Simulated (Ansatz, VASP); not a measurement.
**AlN: VASP beside Ansatz**

INCAR

```
  ALGO = Normal
  EDIFF = 1E-6
  ENCUT = 520
  GGA = PE
  ISIF = 2
  ISMEAR = 0
  LASPH = T
  LCHARG = T
  LELF = T
  LREAL = F
  LVHAR = T
  LWAVE = F
  NBANDS = 11
  NELM = 60
  PREC = Accurate
  SIGMA = 0.05
```

KPOINTS

```
k-points
0
Gamma
  10 10 10
```

Contents of POSCAR:

```
AlN
1.0
    0.0000000000      2.1839935596      2.1839935596
    2.1839935596      0.0000000000      2.1839935596
    2.1839935596      2.1839935596      0.0000000000
Al N
1 1
Direct
    0.0000000000      0.0000000000     -0.0728477541
    0.7500000000      0.7500000000      0.7500000000
```

Input for Ansatz:

```yaml
crystal:
  lattice:
    - [0.0, 2.1839935596, 2.1839935596]
    - [2.1839935596, 0.0, 2.1839935596]
    - [2.1839935596, 2.1839935596, 0.0]
  atoms:
    - { symbol: Al, position: [0.0, 0.0, -0.0728477541] }
    - { symbol: "N", position: [0.75, 0.75, 0.75] }
basis:
  ecutwfc: 520.0
kpoints:
  mp_grid: { grid: [10, 10, 10] }
hamiltonian:
  xc: pbe
scf:
  occupations: { method: gaussian, width: 0.05 }
output:
  forces: true
  stress: true
  eigenvalues: true
  write_density: true
  write_potential: true
  elf: true
  volumetric_format: npy
```

Alike in both runs: task single point; functional PBE; k mesh 10 × 10 × 10; occupations gaussian, width 0.05 eV; no spin polarisation.

|  | VASP | Ansatz |
| --- | --- | --- |
| version | VASP 6.6.1 | Ansatz 0.2.0 |
| potentials or method | VASP PAW PBE potentials, release 64 (Al, N) | scalar-relativistic, plane waves, PAW |
| plane-wave cutoff (eV) | 520 | 520 |
| valence electrons in the cell | 8 | 8 |

|  | VASP | Ansatz | Ansatz less VASP |
| --- | --- | --- | --- |
| gap on the k mesh at the Fermi level (eV) | 2.74 | 2.75 | +0.011 |
| least direct gap on the mesh (eV) | 3.55 | 3.54 | -0.008 |
| pressure (GPa) | 11.1 | 11.3 | +0.15 |
| largest component of the traceless stress (GPa) | 13.12 | 13.03 | -0.097 |
| rms of the force components (eV/Å) | 2.279 | 2.266 | -0.0131 |

Atom by atom the forces differ by 0.014 eV/Å (rms over components). With one functional, cell and mesh, what is left measures potentials, basis and numerics.

Caveats: forces of over 1 eV/Å show positions far from the minimum, so gaps and moduli don't describe the material at rest. A k mesh can miss the band edges.
